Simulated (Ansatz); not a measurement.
AlRu: an elastic constant from a strain scan

The calculation used Ansatz 0.2.0, DFT r2SCAN, scalar-relativistic, plane waves, PAW. The runs took a 500 eV cutoff, a Γ-centred 20×20×20 mesh and Gaussian smearing (0.15 eV). No spin polarisation. Energies are free energies at this smearing, counted from the undisturbed cell; pressure is positive in compression.

Reference structure (relaxed at this level; it needn't be the usual structure):

```
Al Ru
1.0
     2.98262    0.00000    0.00000
     0.00000    2.98262    0.00000
     0.00000    0.00000    2.98262
Al Ru
1 1
Direct
  0.00000 0.00000 0.00000
  0.50000 0.50000 0.50000
```

The cell is strained by ε times the Voigt pattern (0, 1, 0, 0, 0, 0) (xx, yy, zz, yz, xz, xy; engineering shear) with fractional coordinates fixed. The cell holds 2 atoms in V0 = 26.53 Å³. The stress column is τ = (1/V0) dE/dε, got from the stress tensor σ (compression positive) at each point as −det(1 + εP) σ : P(1 + εP)⁻¹, with P the pattern as a tensor.

| ε | ΔE (meV/atom) | τ (GPa) |
| --- | --- | --- |
| -0.0600 | 59.742 | -26.090 |
| -0.0450 | 32.235 | -18.364 |
| -0.0300 | 13.759 | -11.524 |
| -0.0150 | 3.300 | -5.434 |
| 0.0000 | 0.000 | 0.020 |
| 0.0150 | 3.125 | 4.924 |
| 0.0300 | 12.033 | 9.346 |
| 0.0450 | 26.162 | 13.338 |
| 0.0525 | 35.025 | 15.187 |
| 0.0600 | ? | ? |

Task: Which combination of elastic constants does this scan measure, and how large is it?

Result: For small ε, τ = τ0 + Kε with K = pᵀCp, which for this pattern is C11 in the cubic axes. The parabola through τ at ε = -0.0150, 0 and 0.0150 has slope K = 345 GPa at zero. The energies per cell, E = NΔE, of the same two points give K = 2[E(ε₊)/ε₊ − E(ε₋)/ε₋]/[(ε₊ − ε₋)V0] = 345 GPa, in agreement.

Task: Predict the withheld row at ε = 0.0600 from the harmonic law, and compare.

Result: ΔE = V0(τ0 ε + Kε²/2)/N = 51.558 meV/atom and τ = 20.73 GPa. The calculation gives 45.006 meV/atom and 16.94 GPa: the energy lies 13 % below the harmonic value, as bonds soften when stretched.

In a metal these slopes depend on the k mesh and the smearing.

Cost: 10 runs of about 5 core-minutes in all, on Intel Xeon Processor @ 2.70GHz (shared hosts).